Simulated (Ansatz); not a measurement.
Input of an Ansatz 0.2.0 run:

input.yaml

```yaml
crystal:
  lattice:
    - [5.21946336, 0.0, 0.0]
    - [0.0, 5.00476369, 0.0]
    - [0.0, 0.0, 5.03268505]
  atoms:
    - { symbol: Hf, position: [0.966994, 0.73252082, 0.74144035] }
    - { symbol: Hf, position: [0.533006, 0.73252082, 0.24144035] }
    - { symbol: Hf, position: [0.466994, 0.26747918, 0.74144035] }
    - { symbol: Hf, position: [0.033006, 0.26747918, 0.24144035] }
    - { symbol: O, position: [0.63212745, 0.9286454, 0.87926726] }
    - { symbol: O, position: [0.86787255, 0.9286454, 0.37926726] }
    - { symbol: O, position: [0.23394852, 0.53988305, 0.49229239] }
    - { symbol: O, position: [0.26605148, 0.53988305, 0.99229239] }
    - { symbol: O, position: [0.76605148, 0.46011695, 0.99229239] }
    - { symbol: O, position: [0.73394852, 0.46011695, 0.49229239] }
    - { symbol: O, position: [0.13212745, 0.0713546, 0.87926726] }
    - { symbol: O, position: [0.36787255, 0.0713546, 0.37926726] }
hamiltonian:
  xc: { exchange: b88, correlation: pbe }
  pseudopotentials: { kind: paw }
kpoints:
  mp_grid: { grid: [5, 6, 5] }
  band_path:
    path:
      - [[0.0, 0.0, 0.0], [0.0, 0.5, 0.0], [0.0, 0.5, 0.5], [0.0, 0.0, 0.5], [0.0, 0.0, 0.0], [0.5, 0.0, 0.0], [0.5, 0.5, 0.0], [0.5, 0.5, 0.5], [0.5, 0.0, 0.5], [0.5, 0.0, 0.0]]
      - [[0.0, 0.0, 0.5], [0.5, 0.0, 0.5]]
      - [[0.5, 0.5, 0.0], [0.0, 0.5, 0.0]]
      - [[0.0, 0.5, 0.5], [0.5, 0.5, 0.5]]
    npoints: 10
scf:
  occupations: { method: fermi_dirac, width: 0.05 }
  n_extra_bands: 30
output:
  forces: true
  stress: true
  eigenvalues: true
  fatbands: false
```

Potentials or basis: Ansatz PAW.

Launch:

```bash
$ ansatz run input.yaml --threads 2 --pin off --max-ram 5120MiB --backend cpu --events-out ev --progress --plain --runs-dir out
```

**Question.** Predict the band gap along the path.

**Answer.** 4.56 eV, indirect (least direct gap 4.67 eV).

**Question.** Predict the largest force.

**Answer.** 0.111 eV/Å.

**Question.** Predict the pressure.

**Answer.** 9.2 GPa.

**Question.** Estimate the band gap on the k mesh.

**Answer.** 4.49 eV, indirect (least direct gap 4.68 eV).

Forces in eV/Å, atoms in the order of the input:
```
Hf   0.047 -0.025  0.086
Hf  -0.047 -0.025  0.086
Hf   0.047  0.025  0.086
Hf  -0.047  0.025  0.086
O   -0.027 -0.034 -0.007
O    0.027 -0.034 -0.007
O    0.033  0.072 -0.079
O   -0.033  0.072 -0.079
O   -0.033 -0.072 -0.079
O    0.033 -0.072 -0.079
O   -0.027  0.034 -0.007
O    0.027  0.034 -0.007
```

Caveat: the pressure holds a Pulay correction of +0.9 GPa for the finite cutoff; spin-orbit coupling is left out, which moves the levels of the heavy elements; the PAW data sets come from PBE, with cores solved anew for the run's functional, which leaves a small shift of forces and pressure.
